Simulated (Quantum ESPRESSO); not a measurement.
The system is Pb.

```
Pb
1.0
     0.00000    2.47502    2.47502
     2.47502    0.00000    2.47502
     2.47502    2.47502    0.00000
Pb
1
Direct
  0.00000 0.00000 0.00000
```

| Item | Value |
| --- | --- |
| Program | Quantum ESPRESSO 7.5 |
| Task | phonon dispersion |
| Functional | LDA |
| Potentials or basis | PseudoDojo 0.4.1 SR LDA standard |
| Cutoff | 762 eV |
| Density cutoff | 3048 eV |
| k mesh | 8 × 8 × 8 |
| Occupations | cold, width 0.2 eV |
| Spin | no spin polarisation |
| Form of the LDA correlation | PW92 |
| Mixing beta | 0.5 |
| Most SCF iterations | 120 |
| SCF threshold | 2e-10 Ry |
| q mesh | 2 × 2 × 2 |

The cell and the atoms were relaxed first, to 29.13 Å³/atom (a = 3.454 Å, b = 3.454 Å, c = 3.454 Å, α = 60.00°, β = 60.00°, γ = 60.00°), and the response was taken there.

What are the zero-point energy, and the vibrational entropy and heat capacity at 298.15 K?

Zero-point energy 9.6 meV/atom; entropy 7.33 k_B/atom (60.9 J/(K·mol of atoms)); Cv 2.98 k_B/atom, 99 % of the classical limit. These are harmonic values without the electrons' part.

Phonon frequencies at the corners of the path (cm⁻¹, interpolated; i marks imaginary ones):
```csv
point,frequencies
Γ,0 0 0
X,55 55 76
W,55 66 66
K,50 64 70
L,35 35 77
U,50 64 70
```

Harmonic thermodynamics per atom at this volume (zero-point energy 9.6 meV, Debye temperature from the second moment 100 K):
| T (K) | free energy (meV) | entropy (k_B) | heat capacity Cv (k_B) |
| --- | --- | --- | --- |
| 50 | 5.7 | 2.24 | 2.48 |
| 100 | -8.4 | 4.12 | 2.86 |
| 200 | -53.5 | 6.14 | 2.96 |
| 298.15 | -110.8 | 7.33 | 2.98 |
| 500 | -252.9 | 8.88 | 2.99 |
| 800 | -502.0 | 10.28 | 3.00 |

Phonon states per cell in windows of 5 cm⁻¹ (negative: imaginary):
| from (cm⁻¹) | total |
| --- | --- |
| 0 | 0.00 |
| 5 | 0.00 |
| 10 | 0.01 |
| 15 | 0.03 |
| 20 | 0.06 |
| 25 | 0.10 |
| 30 | 0.17 |
| 35 | 0.30 |
| 40 | 0.34 |
| 45 | 0.37 |
| 50 | 0.38 |
| 55 | 0.26 |
| 60 | 0.22 |
| 65 | 0.29 |
| 70 | 0.43 |
| 75 | 0.03 |

A q mesh this small can miss soft modes between its points.

Caveat: the mesh is thin for the phonons of a metal; the q mesh is small, so phonon branches between its points and thermal values are rough.
